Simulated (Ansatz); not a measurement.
PtS2: Born charges and dielectric tensor with PBE0

Crystal: PtS2.

```
Pt S
1.0
     3.49531    0.00000    0.00000
    -1.74766    3.02703    0.00000
     0.00000    0.00000    4.97070
Pt S
1 2
Direct
  0.00000 0.00000 0.00000
  0.66667 0.33333 0.77300
  0.33333 0.66667 0.22700
```

The cell isn't the ideal one: volume scaled by 0.96.

* Program: Ansatz 0.2.0
* Task: Born charges and dielectric tensor
* Functional: PBE0
* Potentials or basis: Ansatz PAW
* Cutoff: 420 eV (not typed: the program's choice for these potentials)
* k mesh: 5 × 5 × 3
* Occupations: fixed
* Spin: no spin polarisation

| Property | Result |
| --- | --- |
| Band gap on the k mesh | 2.67 eV, indirect (least direct gap 2.92 eV) |
| Electronic dielectric tensor (diagonal) | 13.60, 13.60, 6.63 |
| Born charges (mean of the diagonal) | Pt +1.90; S -0.95 e |

Levels at points of the mesh, in eV from the valence-band top:
```csv
k point,band 11,band 12,band 13,band 14,band 15,band 16,band 17,band 18,band 19
"(0.00, 0.00, 0.00)",-5.05,-2.41,-1.21,-1.21,0.00,4.09,4.09,6.26,7.93
```

Electronic dielectric tensor:
```
13.60  0.00  0.00
 0.00 13.60  0.00
 0.00  0.00  6.63
```

Born effective charge tensors (e):
atom 1, Pt
```
 3.10  0.00  0.00
 0.00  3.10  0.00
 0.00  0.00 -0.49
```
atom 2, S
```
-1.55  0.00  0.00
 0.00 -1.55  0.00
 0.00  0.00  0.25
```
atom 3, S
```
-1.55  0.00  0.00
 0.00 -1.55  0.00
 0.00  0.00  0.25
```

Run time: 2.8 min on 2 threads of Intel(R) Xeon(R) Processor @ 2.50GHz (Skylake/Cascade Lake) (shared host), peak memory 1.1 GiB.

Caveat: the k mesh is coarse (spacing up to 0.42 Å⁻¹), so the values aren't converged, least of all with exact exchange; odd divisions of the mesh miss points on the zone boundary, where band edges often lie, so the gap on the mesh can be too wide; spin-orbit coupling is left out, which moves the levels of the heavy elements. A k mesh can miss the band edges.
